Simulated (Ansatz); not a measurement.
Runs of Ansatz 0.2.0 on TaSi2. Symmetry: P6_422, No. 181, hexagonal system. The conventional cell has a = 4.784 Å, b = 4.784 Å, c = 6.570 Å, α = 90.00°, β = 90.00°, γ = 120.00°. Ta (site symmetry 222) has 10 Si at 2.61 to 2.83 Å as nearest neighbours. Si (site symmetry 2) is surrounded by 5 Si at 2.56 to 2.83 Å and 5 Ta at 2.61 to 2.83 Å. 

```csv
level,gap on the mesh (eV),pressure (GPa),relaxed volume (Å³/atom)
PBEsol,none,0.0,(a)
PBEsol+D4,none,0.0,14.11
PBEsol+D3(BJ),none,0.0,13.85
PBEsol+D3(BJ)-ATM,none,0.0,13.93
```

Alike in all rows: task relaxation of cell and atoms; potentials or basis Ansatz PAW; no spin polarisation; cell relaxed; k mesh 7 × 7 × 4; cutoff (eV) 420; smearing fermi-dirac 0.05 eV.

Question: Estimate the missing entries.

Answer: (a) 14.29.

Caveats: the plane-wave basis is chosen anew once the cell has moved, so the energies of steps on either side of that aren't comparable; the PAW data sets come from PBE, with cores solved anew for the run's functional, which leaves a small shift of forces and pressure; pairwise dispersion overbinds metals, which lowers pressure and volume (some runs).

A k mesh can miss the band edges, and the runs leave out spin-orbit coupling on Ta.

A gap of «none» marks a metal or a gap under the smearing width.
